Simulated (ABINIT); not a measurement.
# GaSb (F-43m) in ABINIT: further runs

One crystal, GaSb, is run at these levels: r2SCAN; tasks: band structure.

All numbers are computed with ABINIT 10.8.3 (patched build); they aren't measurements. Logs are shortened: lines on timing, memory, paths and dates and some standing lists are left out, and cuts for length are marked. The log counts tension as positive stress, the text compression.

**Measured values to compare with.**

From a printed reference work, data compilation, for a bulk crystal of GaSb at 4.2 K: band gap 0.811 eV (direct).

The runs below are set against these values where they give the same quantity.

### Step 1. The structure

The structure is cubic, space group F-43m (No. 216). The conventional cell has a = 6.118 Å, b = 6.118 Å, c = 6.118 Å, α = 90.00°, β = 90.00°, γ = 90.00°. Sb (site symmetry -43m) is surrounded by 4 Ga at 2.65 Å. Ga (site symmetry -43m) has 4 Sb at 2.65 Å as nearest neighbours.

### Step 2. Band structure, r2SCAN

run.abi reads:

```
# Datasets: ground state, then fixed potential
ndtset 2

# Pseudopotentials
pp_dirpath "./"
pseudos "Sb.GGA_PBE-ansatz.xml, Ga.GGA_PBE-ansatz.xml"

# Structure
acell 3*1.0
rprim
     0.0000000000     5.7806722152     5.7806722152
     5.7806722152     0.0000000000     5.7806722152
     5.7806722152     5.7806722152     0.0000000000
ntypat 2
znucl 51 31
natom 2
typat 1 2
xred
     0.7500000000     0.7500000000     0.7500000000
     0.0000000000     0.0000000000     0.0000000000

# Plane-wave basis
ecut 18.0
pawecutdg 36.0
pawovlp 30

# Exchange and correlation
ixc -497498
usekden 1
pawxcdev 0

# Bands and occupations
occopt 3
tsmear 0.00183747

# SCF cycle
nstep 100

# Output
iomode 3
prtwf 0
prteig 0
prtebands 0
prtden1 1
prtkden1 1

# Dataset 1
kptopt1 1
ngkpt1 6 6 6
nshiftk1 1
shiftk1 0.0 0.0 0.0
nband1 18
tolvrs1 1.0e-7

# Dataset 2: bands along G-X-W-K-G-L-U-W-L-K
iscf2 -2
getden2 1
getkden2 1
nband2 24
nbdbuf2 4
tolwfr2 1.0e-11
kptopt2 -9
ndivsm2 5
prteig2 1
kptbounds2
     0.0000000000     0.0000000000     0.0000000000
     0.5000000000     0.0000000000     0.5000000000
     0.5000000000     0.2500000000     0.7500000000
     0.3750000000     0.3750000000     0.7500000000
     0.0000000000     0.0000000000     0.0000000000
     0.5000000000     0.5000000000     0.5000000000
     0.6250000000     0.2500000000     0.6250000000
     0.5000000000     0.2500000000     0.7500000000
     0.5000000000     0.5000000000     0.5000000000
     0.3750000000     0.3750000000     0.7500000000
```

Potentials or basis: Ansatz PAW PBE default generated set, frozen core.

The run is started by

```console
mpirun --bind-to none -np 4 abinit run.abi > log 2>&1
```

run.abo:

```text
[... set-up lines left out ...]
 ETOT  1  -134.31322832809    -1.343E+02 7.578E-01 1.940E+00
 ETOT  2  -134.54251852928    -2.293E-01 1.354E-01 8.244E-01
 ETOT  3  -134.54266712888    -1.486E-04 7.123E-03 1.200E-01
 ETOT  4  -134.54256552562     1.016E-04 2.117E-02 1.054E-02
 ETOT  5  -134.54252933783     3.619E-05 9.409E-03 1.959E-03
 ETOT  6  -134.54253742763    -8.090E-06 7.882E-03 5.362E-04
 ETOT  7  -134.54253804037    -6.127E-07 4.741E-04 5.083E-05
 ETOT  8  -134.54253815471    -1.143E-07 4.727E-04 2.706E-06
 ETOT  9  -134.54253816851    -1.380E-08 2.153E-04 5.659E-07
 ETOT 10  -134.54253816667     1.843E-09 1.863E-04 2.860E-08

 At SCF step   10       nres2   =  2.86E-08 < tolvrs=  1.00E-07 =>converged.

Result for kinetic energy density :

--------------------------------------------------------------------------------
 Total kinetic energy density [Ha/Bohr^3]
)     Maximum=    4.3174E-01  at reduced coord.    0.7292    0.7292    0.8542
)     Minimum=    2.5831E-04  at reduced coord.    0.0000    0.0000    0.0000
   Integrated=    1.1823E+01
--------------------------------------------------------------------------------

 Cartesian components of stress tensor (hartree/bohr^3)
  sigma(1 1)= -1.09676306E-05  sigma(3 2)=  0.00000000E+00
  sigma(2 2)= -1.09676306E-05  sigma(3 1)=  0.00000000E+00
  sigma(3 3)= -1.09676306E-05  sigma(2 1)=  0.00000000E+00

--- !ResultsGS
iteration_state: {dtset: 1, }
comment   : Summary of ground state results
lattice_vectors:
- [  0.0000000,   5.7806722,   5.7806722, ]
- [  5.7806722,   0.0000000,   5.7806722, ]
- [  5.7806722,   5.7806722,   0.0000000, ]
lattice_lengths: [   8.17511,    8.17511,    8.17511, ]
lattice_angles: [ 60.000,  60.000,  60.000, ] # degrees, (23, 13, 12)
lattice_volume:   3.8633587E+02
convergence: {deltae:  1.843E-09, res2:  2.860E-08, residm:  1.863E-04, diffor: null, }
etotal    :  -1.34542538E+02
entropy   :   0.00000000E+00
fermie    :   9.85139123E-02
cartesian_stress_tensor: # hartree/bohr^3
- [ -1.09676306E-05,   0.00000000E+00,   0.00000000E+00, ]
- [  0.00000000E+00,  -1.09676306E-05,   0.00000000E+00, ]
- [  0.00000000E+00,   0.00000000E+00,  -1.09676306E-05, ]
pressure_GPa:   3.2268E-01
xred      :
- [  7.5000E-01,   7.5000E-01,   7.5000E-01, Sb]
- [  0.0000E+00,   0.0000E+00,   0.0000E+00, Ga]
cartesian_forces: # hartree/bohr
- [  2.18344407E-29,   2.32900701E-29,  -6.84145809E-29, ]
- [ -2.18344407E-29,  -2.32900701E-29,   6.84145809E-29, ]
force_length_stats: {min:   7.54965234E-29, max:   7.54965234E-29, mean:   7.54965234E-29, }
...

 Integrated electronic density in atomic spheres:
 ------------------------------------------------
 Atom  Sphere_radius  Integrated_density
    1        2.63806         13.23560016
    2        2.63806         12.23717161

================================================================================

 ----iterations are completed or convergence reached----

 Mean square residual over all n,k,spin=   10.561E-07; max=  18.628E-05
 reduced coordinates (array xred) for    2 atoms
       0.750000000000      0.750000000000      0.750000000000
       0.000000000000      0.000000000000      0.000000000000
 rms dE/dt=  3.8092E-28; max dE/dt=  5.3853E-28; dE/dt below (all hartree)
    1      -0.000000000000      0.000000000000      0.000000000000
    2      -0.000000000000     -0.000000000000      0.000000000000

 cartesian coordinates (angstrom) at end:
    1      4.58849999686311     4.58849999686311     4.58849999686311
    2      0.00000000000000     0.00000000000000     0.00000000000000

 cartesian forces (hartree/bohr) at end:
    1      0.00000000000000     0.00000000000000    -0.00000000000000
    2     -0.00000000000000    -0.00000000000000     0.00000000000000
 frms,max,avg= 4.3587938E-29 6.8414581E-29   0.000E+00  0.000E+00  0.000E+00 h/b

 cartesian forces (eV/Angstrom) at end:
    1      0.00000000000000     0.00000000000000    -0.00000000000000
    2     -0.00000000000000    -0.00000000000000     0.00000000000000
 frms,max,avg= 2.2413819E-27 3.5180192E-27   0.000E+00  0.000E+00  0.000E+00 e/A
 length scales=  1.000000000000  1.000000000000  1.000000000000 bohr
[... 90 lines left out ...]

 getcut: wavevector=  0.0000  0.0000  0.0000  ngfft=  48  48  48
         ecut(hartree)=     36.000   => boxcut(ratio)=   2.17386
--------------------------------------------------------------------------------

================================================================================
 Non-SCF case, kpt    1 (  0.00000  0.00000  0.00000), residuals and eigenvalues=
  5.98E-12  3.42E-12  6.95E-12  3.41E-12  6.82E-12  5.87E-12  2.92E-12  2.18E-12
  4.09E-12  2.98E-12  3.25E-12  3.84E-12  5.31E-12  6.89E-12  6.54E-12  3.92E-12
  7.81E-12  6.74E-12  4.46E-12  6.59E-12  9.18E-10  9.19E-12  1.75E-11  6.70E-09
 -9.9363E-01 -9.9363E-01 -9.9363E-01 -9.9271E-01 -9.9271E-01 -4.8106E-01
 -4.8106E-01 -4.8106E-01 -4.7899E-01 -4.7899E-01 -3.4922E-01  8.9039E-02
  8.9039E-02  8.9039E-02  1.0602E-01  1.9896E-01  1.9896E-01  1.9896E-01
  3.2279E-01  4.2613E-01  4.2613E-01  4.6156E-01  4.6156E-01  4.6156E-01
 Non-SCF case, kpt    2 (  0.03571  0.00000  0.03571), residuals and eigenvalues=
  1.37E-12  3.04E-12  5.35E-12  2.18E-12  1.75E-12  5.35E-12  1.94E-12  3.73E-12
  7.01E-12  2.25E-12  6.63E-12  9.12E-12  6.94E-12  7.22E-12  7.01E-12  9.84E-12
  3.82E-12  5.24E-12  5.08E-12  6.05E-12  1.09E-10  6.93E-11  5.98E-09  1.30E-09
 -9.9363E-01 -9.9363E-01 -9.9363E-01 -9.9271E-01 -9.9270E-01 -4.8109E-01
 -4.8105E-01 -4.8105E-01 -4.7900E-01 -4.7899E-01 -3.4854E-01  7.2913E-02
[... 668 lines left out ...]
  4.78E-12  3.08E-12  3.88E-12  2.59E-12  3.41E-12  8.06E-12  5.25E-12  2.82E-12
  7.42E-12  3.27E-12  2.63E-12  8.88E-12  5.38E-07  3.37E-06  1.72E-04  2.22E-04
 -9.9365E-01 -9.9345E-01 -9.9342E-01 -9.9273E-01 -9.9262E-01 -4.8260E-01
 -4.8028E-01 -4.8021E-01 -4.7925E-01 -4.7898E-01 -2.5888E-01 -1.5925E-01
 -4.9680E-02  8.4972E-03  1.5288E-01  2.6179E-01  3.3367E-01  3.4270E-01
  3.8163E-01  4.2933E-01  5.5308E-01  5.8302E-01  6.3281E-01  6.4332E-01
 Non-SCF case, kpt   87 (  0.37500  0.37500  0.75000), residuals and eigenvalues=
  4.10E-12  2.57E-12  2.21E-12  8.30E-12  3.69E-12  2.65E-12  2.58E-12  2.59E-12
  2.50E-12  2.35E-12  7.15E-12  9.84E-12  5.59E-12  5.73E-12  8.73E-12  5.34E-12
  2.28E-12  4.68E-12  8.42E-12  9.25E-12  1.36E-06  3.59E-06  3.49E-04  1.52E-03
 -9.9366E-01 -9.9344E-01 -9.9341E-01 -9.9273E-01 -9.9261E-01 -4.8265E-01
 -4.8024E-01 -4.8017E-01 -4.7929E-01 -4.7897E-01 -2.5613E-01 -1.6224E-01
 -4.8527E-02  4.8374E-03  1.4973E-01  2.4379E-01  3.5050E-01  3.5639E-01
  3.8549E-01  4.3575E-01  5.6421E-01  5.9202E-01  6.3557E-01  6.3906E-01

Result for kinetic energy density :

--------------------------------------------------------------------------------
 Total kinetic energy density [Ha/Bohr^3]
)     Maximum=    4.3174E-01  at reduced coord.    0.7292    0.7292    0.8542
)     Minimum=    2.5831E-04  at reduced coord.    0.0000    0.0000    0.0000
   Integrated=    1.1823E+01
--------------------------------------------------------------------------------

--- !ResultsGS
iteration_state: {dtset: 2, }
comment   : Summary of ground state results
lattice_vectors:
- [  0.0000000,   5.7806722,   5.7806722, ]
- [  5.7806722,   0.0000000,   5.7806722, ]
- [  5.7806722,   5.7806722,   0.0000000, ]
lattice_lengths: [   8.17511,    8.17511,    8.17511, ]
lattice_angles: [ 60.000,  60.000,  60.000, ] # degrees, (23, 13, 12)
lattice_volume:   3.8633587E+02
convergence: {deltae:  0.000E+00, res2:  0.000E+00, residm:  9.992E-12, diffor:  0.000E+00, }
etotal    :  -1.34542538E+02
entropy   :   0.00000000E+00
fermie    :   9.85139123E-02
cartesian_stress_tensor: null
pressure_GPa: null
xred      :
- [  7.5000E-01,   7.5000E-01,   7.5000E-01, Sb]
- [  0.0000E+00,   0.0000E+00,   0.0000E+00, Ga]
cartesian_forces: null
force_length_stats: {min: null, max: null, mean: null, }
...

 Integrated electronic density in atomic spheres:
 ------------------------------------------------
 Atom  Sphere_radius  Integrated_density
    1        2.63806         13.23560016
    2        2.63806         12.23717161

================================================================================

 ----iterations are completed or convergence reached----

 Mean square residual over all n,k,spin=   51.116E-13; max=  99.921E-13
 reduced coordinates (array xred) for    2 atoms
       0.750000000000      0.750000000000      0.750000000000
       0.000000000000      0.000000000000      0.000000000000

 cartesian coordinates (angstrom) at end:
    1      4.58849999686311     4.58849999686311     4.58849999686311
    2      0.00000000000000     0.00000000000000     0.00000000000000
 length scales=  1.000000000000  1.000000000000  1.000000000000 bohr
              =  0.529177210544  0.529177210544  0.529177210544 angstroms
 Eigenvalues (hartree) for nkpt=  87  k points:
 kpt#   1, nband= 24, wtk=  1.00000, kpt=  0.0000  0.0000  0.0000 (reduced coord)
  -0.99363   -0.99363   -0.99363   -0.99271   -0.99271   -0.48106   -0.48106   -0.48106
  -0.47899   -0.47899   -0.34922    0.08904    0.08904    0.08904    0.10602    0.19896
   0.19896    0.19896    0.32279    0.42613    0.42613    0.46156    0.46156    0.46156
 kpt#   2, nband= 24, wtk=  1.00000, kpt=  0.0357  0.0000  0.0357 (reduced coord)
  -0.99363   -0.99363   -0.99363   -0.99271   -0.99270   -0.48109   -0.48105   -0.48105
  -0.47900   -0.47899   -0.34854    0.07291    0.08622    0.08622    0.12154    0.19711
   0.20268    0.20268    0.32661    0.41198    0.42678    0.46295    0.46295    0.47303
 kpt#   3, nband= 24, wtk=  1.00000, kpt=  0.0714  0.0000  0.0714 (reduced coord)
  -0.99364   -0.99362   -0.99362   -0.99271   -0.99270   -0.48117   -0.48101   -0.48101
  -0.47901   -0.47899   -0.34649    0.05042    0.07878    0.07878    0.14158    0.19275
   0.21281    0.21281    0.33728    0.38845    0.42876    0.46712    0.46712    0.48907
 kpt#   4, nband= 24, wtk=  1.00000, kpt=  0.1071  0.0000  0.1071 (reduced coord)
  -0.99364   -0.99360   -0.99360   -0.99271   -0.99269   -0.48129   -0.48095   -0.48095
  -0.47903   -0.47898   -0.34310    0.02753    0.06865    0.06865    0.15705    0.18984
   0.22738    0.22738    0.35306    0.36606    0.43205    0.47409    0.47409    0.50223
 kpt#   5, nband= 24, wtk=  1.00000, kpt=  0.1429  0.0000  0.1429 (reduced coord)
[... 317 lines left out ...]
  -0.47917   -0.47900   -0.26826   -0.15266   -0.03951    0.01842    0.16062    0.27155
   0.30624    0.31596    0.39346    0.43299    0.49442    0.57172    0.60475    0.68390
 kpt#  85, nband= 24, wtk=  1.00000, kpt=  0.4028  0.4028  0.6944 (reduced coord)
  -0.99363   -0.99347   -0.99343   -0.99272   -0.99263   -0.48254   -0.48033   -0.48026
  -0.47921   -0.47899   -0.26327   -0.15556   -0.04683    0.01309    0.15674    0.27672
   0.31429    0.32509    0.38644    0.42918    0.52430    0.57916    0.62016    0.65433
 kpt#  86, nband= 24, wtk=  1.00000, kpt=  0.3889  0.3889  0.7222 (reduced coord)
  -0.99365   -0.99345   -0.99342   -0.99273   -0.99262   -0.48260   -0.48028   -0.48021
  -0.47925   -0.47898   -0.25888   -0.15925   -0.04968    0.00850    0.15288    0.26179
   0.33367    0.34270    0.38163    0.42933    0.55308    0.58302    0.63281    0.64332
 kpt#  87, nband= 24, wtk=  1.00000, kpt=  0.3750  0.3750  0.7500 (reduced coord)
  -0.99366   -0.99344   -0.99341   -0.99273   -0.99261   -0.48265   -0.48024   -0.48017
  -0.47929   -0.47897   -0.25613   -0.16224   -0.04853    0.00484    0.14973    0.24379
   0.35050    0.35639    0.38549    0.43575    0.56421    0.59202    0.63557    0.63906

== END DATASET(S) ==============================================================
================================================================================

 -outvars: echo values of variables after computation  --------
            acell      1.0000000000E+00  1.0000000000E+00  1.0000000000E+00 Bohr
           etotal1    -1.3454253817E+02
            fcart1     2.1834440725E-29  2.3290070107E-29 -6.8414580939E-29
                      -2.1834440725E-29 -2.3290070107E-29  6.8414580939E-29
            rprim      0.0000000000E+00  5.7806722152E+00  5.7806722152E+00
                       5.7806722152E+00  0.0000000000E+00  5.7806722152E+00
                       5.7806722152E+00  5.7806722152E+00  0.0000000000E+00
           strten1    -1.0967630646E-05 -1.0967630646E-05 -1.0967630646E-05
                       0.0000000000E+00  0.0000000000E+00  0.0000000000E+00
           xangst      4.5884999969E+00  4.5884999969E+00  4.5884999969E+00
                       0.0000000000E+00  0.0000000000E+00  0.0000000000E+00
             xred      7.5000000000E-01  7.5000000000E-01  7.5000000000E-01
                       0.0000000000E+00  0.0000000000E+00  0.0000000000E+00
 Calculation completed.
```

Wall time 91 s (4 MPI ranks of Arm Neoverse V2, shared host); peak memory 1 GiB.

What came out:

| Property | Result |
| --- | --- |
| Free energy | -3661.0890 eV |
| Pressure | 0.3 GPa |
| Band gap on the k mesh | 0.46 eV, direct |
| Band gap along the path | 0.46 eV, direct |

Levels at the corners of the path, in eV from the valence-band top:
```tsv
point	band 11	band 12	band 13	band 14	band 15	band 16	band 17	band 18
Γ	-11.93	0.00	0.00	0.00	0.46	2.99	2.99	2.99
X	-9.32	-7.03	-2.69	-2.69	1.13	1.49	9.31	9.31
W	-9.27	-6.89	-3.47	-3.24	4.02	4.63	4.82	5.11
K	-9.39	-6.84	-3.74	-2.29	1.65	4.21	7.11	7.28
Γ	-11.93	0.00	0.00	0.00	0.46	2.99	2.99	2.99
L	-10.20	-6.57	-1.21	-1.21	0.69	4.03	4.03	6.94
U	-9.39	-6.84	-3.74	-2.29	1.65	4.21	7.11	7.28
W	-9.27	-6.89	-3.47	-3.24	4.02	4.63	4.82	5.11
L	-10.20	-6.57	-1.21	-1.21	0.69	4.03	4.03	6.94
K	-9.39	-6.84	-3.74	-2.29	1.65	4.21	7.11	7.28
```

Caveat: totals of a meta-GGA on PAW files have another zero than those of a GGA; the PAW data sets were made with another functional, which shifts forces and pressure a little; spin-orbit coupling is left out, which moves the levels of the heavy elements; the atomic spheres overlap.

[end of part 1 of 2]
